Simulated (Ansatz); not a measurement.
## A vibration from a frozen displacement in BN

These are results of Ansatz 0.2.0, DFT r2SCAN, scalar-relativistic, plane waves, PAW, not measurements. Settings: plane waves to 500 eV, k-mesh 12×12×4 (Γ-centred), Gaussian smearing 0.05 eV. No spin polarisation. Energies are free energies at this smearing, counted from the undisturbed cell; pressure is positive in compression.

The starting cell (as given, not relaxed at this level; it stands at -0.6 GPa):

```
B N
1.0
     2.50399    0.00000    0.00000
    -1.25200    2.16852    0.00000
     0.00000    0.00000    6.66120
B N
2 2
Cartesian
  0.0000 1.4457 1.6653
  1.2520 0.7228 4.9959
  0.0000 1.4457 4.9959
  1.2520 0.7228 1.6653
```

The cell holds layers and no dispersion correction was added, so their binding is poorly described.

Atom 3 (N) is moved by x along the Cartesian unit vector (-0.866, -0.500, 0.000); the cell and all other atoms stay fixed. The cell's volume is 36.17 Å³; the moved atoms weigh 14.007 u together and the others 35.627 u.

| x (Å) | ΔE (meV/cell) | total force on the moved atoms along the move (eV/Å) | pressure (GPa) |
| --- | --- | --- | --- |
| -0.1000 | 187.16 | 3.5312 | 1.0910 |
| -0.0667 | 86.40 | 2.4966 | 0.1746 |
| -0.0333 | 22.32 | 1.3170 | -0.4101 |
| 0.0000 | 0.00 | 0.0000 | -0.6147 |
| 0.0167 | 5.91 | -0.7145 | -0.5603 |
| 0.0333 | 23.93 | -1.4620 | -0.3943 |
| 0.0500 | 54.89 | -2.2529 | -0.1084 |
| 0.0667 | 99.40 | -3.0851 | 0.3032 |
| 0.0833 | 157.78 | -3.9560 | 0.8436 |
| 0.1000 | 231.49 | -4.8793 | 1.5260 |

Problem. What frequency belongs to this motion?

Solution. The force constant is k = −dF/dx = 41.705 eV/Å², from the parabola through x = -0.0333, 0 and 0.0167. In every cell the moved atoms swing against the rest, so the mass is μ = m₁m₂/(m₁ + m₂) = 10.054 u, and ν̃ = 521.5 cm⁻¹ × √(|k|/μ) = 1062 cm⁻¹. The pattern needn't be a normal mode: ν̃² is then a weighted mean of the squared nonzero frequencies at the zone centre of this cell, taken without macroscopic field, so it lies between the lowest and the highest of them.

Problem. How far does the harmonic law reach?

Solution. At x = -0.100 Å, kx²/2 = 208.53 meV against the computed 187.16 meV (-10.2 %): the well softens in this direction at large amplitude.

The asymmetry of the well follows from the trigonal bonding of nitrogen. Positive x drives the atom head-on into one boron neighbour, where the short-range repulsion rises steeply. Negative x stretches that bond and closes the other two only obliquely. The softening on one side is therefore matched by stiffening on the other: 187.16 and 231.49 meV at the two ends lie almost evenly about the harmonic 208.53 meV, so the anharmonicity is mainly cubic.

The value of 1062 cm⁻¹ lies well below the known in-plane B–N stretching modes of hexagonal BN, but this doesn't indicate weak bonds. Moving one nitrogen against everything else mixes the stiff stretch within its layer with the very soft sliding of whole layers, which lowers the mean.

The pressure rises for displacements of either sign, which implies that the force constant for this motion falls as the cell expands. The scalar pressure can't show how much of that response is in-plane and how much is between the layers.
